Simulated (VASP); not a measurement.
Crystal: Sb2S3 (Stibnite).

```
CELL_PARAMETERS angstrom
11.31100 0.00000 0.00000
0.00000 3.83890 0.00000
0.00000 0.00000 11.22300
ATOMIC_POSITIONS crystal
Sb 0.47061 0.25000 0.32595
Sb 0.02939 0.75000 0.82595
Sb 0.97061 0.25000 0.17405
Sb 0.52939 0.75000 0.67405
Sb 0.35059 0.75000 0.03602
Sb 0.14941 0.25000 0.53602
Sb 0.85059 0.75000 0.46398
Sb 0.64941 0.25000 0.96398
S 0.29214 0.25000 0.19181
S 0.20786 0.75000 0.69181
S 0.79214 0.25000 0.30819
S 0.70786 0.75000 0.80819
S 0.54980 0.75000 0.12300
S 0.95020 0.25000 0.62300
S 0.04980 0.75000 0.37700
S 0.45020 0.25000 0.87700
S 0.37510 0.75000 0.43890
S 0.12490 0.25000 0.93890
S 0.87510 0.75000 0.06110
S 0.62490 0.25000 0.56110
```

* Program: VASP 6.6.1
* Task: relaxation of cell and atoms
* Functional: PBEsol
* Potentials or basis: VASP PAW PBE potentials, release 64 (Sb, S)
* Cutoff: 600 eV
* k mesh: 4 × 8 × 4
* Occupations: gaussian, width 0.03 eV
* Spin: no spin polarisation

At the start: pressure -0.3 GPa; volume 24.37 Å³/atom.

Task: How do energy, volume and symmetry change on relaxing?

Result: Over 15 steps the energy falls by 5.4 meV/atom and the volume is 23.59 Å³/atom (-3.2 %); space group Pnma (No. 62, to 0.05 Å).

Step by step:
| step | energy change (eV) | largest force (eV/Å) | pressure (GPa) | volume (Å³) |
| --- | --- | --- | --- | --- |
| 1 | 0.0000 | 0.2717 | -0.32 | 487.32 |
| 2 | -0.0489 | 0.1533 | -0.30 | 483.86 |
| 3 | -0.0594 | 0.1583 | -0.25 | 481.32 |
| 4 | -0.0800 | 0.1252 | 0.11 | 476.82 |
| 5 | -0.0827 | 0.1729 | 0.31 | 474.48 |
| 6 | -0.0958 | 0.1301 | -0.19 | 474.88 |
| 7 | -0.0960 | 0.1329 | -0.26 | 474.94 |
| 8 | -0.1049 | 0.0590 | 0.00 | 471.95 |
| 9 | -0.1050 | 0.0605 | 0.04 | 471.56 |
| 10 | -0.1067 | 0.0418 | 0.00 | 471.70 |
| 11 | -0.1074 | 0.0306 | -0.03 | 471.85 |
| 12 | -0.1080 | 0.0223 | 0.06 | 471.39 |
| 13 | -0.1080 | 0.0248 | 0.07 | 471.32 |
| 14 | -0.1083 | 0.0113 | 0.01 | 471.64 |
| 15 | -0.1084 | 0.0080 | -0.02 | 471.83 |

Final structure:
```
Sb S
1.0
    11.28453    0.00000    0.00000
     0.00000    3.82962    0.00000
     0.00000    0.00000   10.91818
Sb S
8 12
Direct
  0.47545 0.25000 0.32591
  0.02455 0.75000 0.82591
  0.97545 0.25000 0.17409
  0.52455 0.75000 0.67409
  0.34725 0.75000 0.03232
  0.15275 0.25000 0.53232
  0.84725 0.75000 0.46768
  0.65275 0.25000 0.96768
  0.29022 0.25000 0.19145
  0.20978 0.75000 0.69145
  0.79022 0.25000 0.30855
  0.70978 0.75000 0.80855
  0.54852 0.75000 0.12699
  0.95148 0.25000 0.62699
  0.04852 0.75000 0.37301
  0.45148 0.25000 0.87301
  0.37405 0.75000 0.44244
  0.12595 0.25000 0.94244
  0.87405 0.75000 0.05756
  0.62595 0.25000 0.55756
```

Caveat: the PAW data sets were made with another functional, which shifts forces and pressure a little.
